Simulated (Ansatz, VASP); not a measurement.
Pt: VASP beside Ansatz

File INCAR:

```
ALGO = Normal ; EDIFF = 1E-7
ENCUT = 520 ; GGA = PE
ISIF = 2 ; ISMEAR = -1
LASPH = True ; LCHARG = False
LREAL = False ; LWAVE = False
NBANDS = 22 ; NELM = 100
PREC = Accurate ; SIGMA = 0.08
```

Contents of KPOINTS:

```
k-points
0
Gamma
  9 9 12
```

The input POSCAR:

```
Pt
1.0
    3.9287216857      0.0000000000      0.0000000000
   -1.9643608428      3.4023727843      0.0000000000
    0.0000000000      0.0000000000      2.3380164014
Pt
3
Direct
    0.0000000000      0.0000000000      0.0000000000
    0.3333333333      0.6666666667      0.5000000000
    0.6666666667      0.3333333333      0.5000000000
```

Input for Ansatz:

```yaml
crystal:
  lattice:
    - [3.9287216857, 0.0, 0.0]
    - [-1.9643608428, 3.4023727843, 0.0]
    - [0.0, 0.0, 2.3380164014]
  atoms:
    - { symbol: Pt, position: [0.0, 0.0, 0.0] }
    - { symbol: Pt, position: [0.3333333333, 0.6666666667, 0.5] }
    - { symbol: Pt, position: [0.6666666667, 0.3333333333, 0.5] }
kpoints:
  mp_grid: { grid: [9, 9, 12] }
scf:
  occupations: { method: fermi_dirac, width: 0.08 }
hamiltonian:
  xc: pbe
  pseudopotentials: { kind: paw }
output:
  forces: true
  stress: true
  eigenvalues: true
  populations: true
```

Change from the starting cell: volume scaled by 0.65, PAW files.

Alike in both runs: task single point; functional PBE; k mesh 9 × 9 × 12; occupations fermi-dirac, width 0.08 eV; no spin polarisation.

|  | VASP | Ansatz |
| --- | --- | --- |
| version | VASP 6.6.1 | Ansatz 0.2.0 |
| potentials or method | VASP PAW PBE potentials, release 64 (Pt) | PAW with Ansatz's default frozen-core files, scalar-relativistic |
| plane-wave cutoff (eV) | 520 | 420 |
| valence electrons in the cell | 30 | 54 |

```tsv
	VASP	Ansatz	Ansatz less VASP
pressure (GPa)	311.4	310.4	-0.99
largest component of the traceless stress (GPa)	0.51	0.00	-0.501
```

The two sets of potentials don't hold the same shells in valence.

Caveats: the cell as given lies far from equilibrium; so large a pressure means that the cell lies far from this level's equilibrium, or that cutoff or potentials fall short (VASP). The runs have no spin-orbit coupling, so splittings on Pt are missing.
